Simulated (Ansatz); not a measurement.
**TePb: how strain makes field gradients**

```xyz
2
Lattice="0.0000 3.2270 3.2270 3.2270 0.0000 3.2270 3.2270 3.2270 0.0000" Properties=species:S:1:pos:R:3 pbc="T T T"
Te    3.2270    3.2270    3.2270
Pb    0.0000    0.0000    0.0000
```

Atoms are numbered in the order listed.

The cell is COD entry 9008696, as deposited and not checked against the literature; nothing was relaxed.

Level of theory: DFT, PBEsol, all-electron PAW with datasets made for the crystal, scalar-relativistic in Ansatz 0.2.0.

The runs use a Γ-centred 10×10×10 k mesh, Fermi–Dirac smearing of 0.03 eV, cutoff 240 eV (chosen by the program for this cell), no spin polarisation.

The strain is applied along the Cartesian axes of the cell as listed (the other components stay zero). Fractional coordinates are held (clamped ions).

The columns are Cartesian components of the electric field gradient at the nuclei, in 10²¹ V/m².

No spin–orbit coupling: at heavy atoms the gradients can be off by tens of per cent for that reason.

Only quantities that a quadratic follows smoothly over the whole series are listed; rougher ones are left out.

```tsv
εxx = εyy	Vzz at Te1	Vzz at Pb2
-0.0200	1.01	7.12
-0.0100	0.48	3.50
0.0000	0.00	0.00
0.0200	-0.79	-6.64
```

Q: Fit the series and give the gradient–strain slopes.

A: Least-squares fits y = p0 + p1 x + p2 x² to the rows give Vzz at Te1: p1 = -45, p2 = 270; Vzz at Pb2: p1 = -344, p2 = 600. The slopes p1 are in 10²¹ V/m² per unit strain, for clamped ions.

Q: One run, at εxx = εyy = 0.0100, is withheld. Predict its row.

A: The fits give -0.42, -3.38; the run gave -0.42, -3.38.
